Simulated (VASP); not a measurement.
Crystal: MgS (Niningerite).

```
CELL_PARAMETERS angstrom
0.00000 2.60165 2.60165
2.60165 0.00000 2.60165
2.60165 2.60165 0.00000
ATOMIC_POSITIONS crystal
S 0.50000 0.50000 0.50000
Mg 0.00000 0.00000 0.00000
```

Base run:

```yaml
Program: VASP 6.6.1
Functional: HSE03
Potentials_or_basis: VASP PAW PBE potentials, release 64 (S, Mg)
Cutoff: 520 eV
k_mesh: 6 × 6 × 6
Occupations: gaussian, width 0.02 eV
Spin: no spin polarisation
```

Its results: band gap on the k mesh 3.54 eV, indirect (least direct gap 4.59 eV); pressure -0.6 GPa.

Question: The run is repeated on the same cell with these changes: functional from HSE03 to PBE0. What comes out?

Answer: Band gap on the k mesh 4.48 eV, indirect (least direct gap 5.50 eV); pressure -0.7 GPa.

Caveats: the PAW data sets were made with another functional, which shifts forces and pressure a little.

Not every run made on this cell is shown here.
